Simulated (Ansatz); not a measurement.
## Relaxing MoP₃

These are results of DFT PBE, scalar-relativistic, plane waves, PAW in Ansatz 0.2.0, not measurements.

MoP₃ was placed on the Li3N structure type (P6/mmm, No. 191), with Mo in place of N, P in place of Li, at a guessed volume.

Input of the last, converged step (default PAW datasets):

```yaml
crystal:
  lattice:
    - [4.3891622073, 0.0, 0.0]
    - [-2.1945811037, 3.8011259729, 0.0]
    - [0.0, 0.0, 4.6841897301]
  atoms:
    - { symbol: Mo, position: [0.0, 0.0, 0.0] }
    - { symbol: P, position: [0.0, 0.0, 0.5] }
    - { symbol: P, position: [0.3333333333, 0.6666666667, 0.0] }
    - { symbol: P, position: [0.6666666667, 0.3333333333, 0.0] }
basis:
  ecutwfc: 420
kpoints:
  mp_grid: { grid: [12, 12, 10] }
hamiltonian:
  xc: pbe
scf:
  occupations: { method: gaussian, width: 0.1 }
output:
  forces: true
  stress: true
  eigenvalues: true
relax:
  adjacent_minimum: "off"
  f_tol: 0.01
  max_steps: 80
  cell: { stress_tol: 0.05 }
```

Launched as:

```bash
ansatz run input.yaml --threads 1 --pin off --max-ram 2560MiB --backend cpu --events-out ev --progress --plain --runs-dir out
```

The run took 20 s on 1 thread of Intel(R) Xeon(R) 6975P-C (Granite Rapids), with other jobs on the host, peak memory 0.48 GiB.

End of the output:

```
SCF converged after 8 iterations
Free energy (F): -7221.798449 eV
Harris-Foulkes:  -7221.798449 eV  (|F-HF|=4.55e-12)
Internal energy: -7221.784627 eV  (E = F + TS)
E sigma→0 (E₀):  -7221.791538 eV
Entropy (-TS):   -0.013822 eV (-3.455 meV/atom)
Fermi energy:    8.965260 eV
--- Per-component energies (eV) ---
  E_band       = -180.553480
  E_kinetic    = 649.793325
  E_local      = -1891.459713  (includes V_loc(G=0)·N_el)
  E_nonlocal   = 243.131908
  E_hartree    = 696.689341
  E_xc         = -366.190298
  E_vxc        = -409.119995  (∫ρ·V_xc dr)
  E_paw        = -4909.017616  (= ΣΔE_a)
  E_vpaw       = -166.277739  (= ΣTr[D̂ρ^β])
  E_aug_tail   = 0.000053  (compensation charges beyond the density's cutoff)
  E_ewald      = -1644.731627
  E_smearing   = -0.013822  (= −TS)
  E_closure    = 0.000000  (closes the sum)
  Σ components = -7221.798449   (vs F -7221.798449, Δ=0.00e0)
--- Forces (eV/Å), atoms counted from 1 ---
  atom   1  Mo     0.00000000     0.00000000     0.00000000
  atom   2  P      0.00000000     0.00000000     0.00000000
  atom   3  P      0.00000000     0.00000000     0.00000000
  atom   4  P      0.00000000     0.00000000     0.00000000
  max |Σ_I F_I| component: 7.40e-17 eV/Å
--- Stress (GPa, compression-positive) ---
        0.013051       0.000000       0.000000
        0.000000       0.013051       0.000000
        0.000000       0.000000       0.008631
  P = ⅓ Tr σ = 0.0116 GPa (0.116 kbar)
--- Relaxed structure (3 steps of the walk, 3 accepted, 1 SCFs on fresh bases) ---
  F+E_penalty+E_count = -7221.79844874 eV   max|allowed force component| = 3.146e-16 eV/Å   (the final SCF, on the basis selected at the relaxed cell)
  cell:  # Å, volume = 78.2712 Å³
    - [4.379506, 0.000000, 0.000000]
    - [-2.189753, 3.792763, 0.000000]
    - [0.000000, 0.000000, 4.712173]
  atoms:
    - { symbol: Mo, position: [0.000000, 0.000000, 0.0] }
    - { symbol: P, position: [0.000000, 0.000000, 0.5] }
    - { symbol: P, position: [0.333333, 0.666667, 0.000000] }
    - { symbol: P, position: [0.666667, 0.333333, 0.000000] }
```

Total energies depend on the potentials used, so only differences within one code and one set of settings carry meaning.

The result has space group P6/mmm (No. 191). Mo has 2 P at 2.36 Å and 6 P at 2.53 Å; around P on Wyckoff site b (1 atom of the primitive cell) lie 2 Mo at 2.36 Å; P on Wyckoff site c (2 atoms of the primitive cell) has 3 Mo at 2.53 Å and 3 P at 2.53 Å.

Against the elements it lies at 0.31 eV/atom. Energies over the elements count from the elements' standard structures at the same level, with no empirical corrections.

The k mesh leaves about 4 meV/atom of noise in metals.

A later test with randomly moved atoms lowered the energy by 248 meV/atom on a coarse mesh, so it isn't stable against such moves and is likely a saddle point held by symmetry.